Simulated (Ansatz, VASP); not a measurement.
# Ba in VASP and in Ansatz

The input INCAR:

```
PREC = Accurate
ENCUT = 600
EDIFF = 1E-6
ISMEAR = 0
SIGMA = 0.1
LREAL = False
LASPH = True
NELM = 100
ALGO = Normal
ISIF = 3
LWAVE = False
LCHARG = False
GGA = PS
IBRION = 2
NSW = 100
EDIFFG = -0.01
```

Contents of KPOINTS:

```
regular mesh
0
Gamma
  12 12 4
```

The input POSCAR:

```
Ba
1.0
    4.3606869441      0.0000000000      0.0000000000
   -2.1803434720      3.7764656716      0.0000000000
    0.0000000000      0.0000000000     14.2174887563
Ba
4
Direct
    0.0000000000      0.0000000000      0.0000000000
    0.0000000000      0.0000000000      0.5000000000
    0.3333333333      0.6666666667      0.7500000000
    0.6666666667      0.3333333333      0.2500000000
```

Input for Ansatz:

```yaml
crystal:
  lattice:
    - [4.3606869441, 0.0, 0.0]
    - [-2.180343472, 3.7764656716, 0.0]
    - [0.0, 0.0, 14.2174887563]
  atoms:
    - { symbol: Ba, position: [0.0, 0.0, 0.0] }
    - { symbol: Ba, position: [0.0, 0.0, 0.5] }
    - { symbol: Ba, position: [0.3333333333, 0.6666666667, 0.75] }
    - { symbol: Ba, position: [0.6666666667, 0.3333333333, 0.25] }
basis:
  ecutwfc: 420
kpoints:
  mp_grid: { grid: [12, 12, 4] }
hamiltonian:
  xc: pbesol
scf:
  occupations: { method: gaussian, width: 0.1 }
output:
  forces: true
  stress: true
  eigenvalues: true
relax:
  adjacent_minimum: "off"
  f_tol: 0.01
  max_steps: 80
  cell: { stress_tol: 0.05 }
```

Alike in both runs: task relaxation of cell and atoms; functional PBEsol; k mesh 12 × 12 × 4; occupations gaussian, width 0.1 eV; no spin polarisation.

```csv
,VASP,Ansatz
version,VASP 6.6.1,Ansatz 0.2.0
potentials or method,"VASP PAW PBE potentials, release 64 (Ba_sv)","scalar-relativistic, plane waves, PAW"
plane-wave cutoff (eV),600,420
valence electrons in the cell,40,40
```

VASP gave:

```
gap on the k mesh at the Fermi level, each at its own relaxed structure (eV) : none
relaxed volume (Å³/atom)                                                     : 58.98
relaxed cell length with the largest relative difference (Å)                 : 4.373
```

Task: Which values does Ansatz return?

Result: gap on the k mesh at the Fermi level, each at its own relaxed structure (eV): none; relaxed volume (Å³/atom): 58.53; relaxed cell length with the largest relative difference (Å): 4.361.

A gap of «none» marks a metal or a gap that the smearing closes.

Caveats: the PAW data sets were made with another functional, which shifts forces and pressure a little (VASP). Spin-orbit coupling is left out, which matters for the levels of Ba.
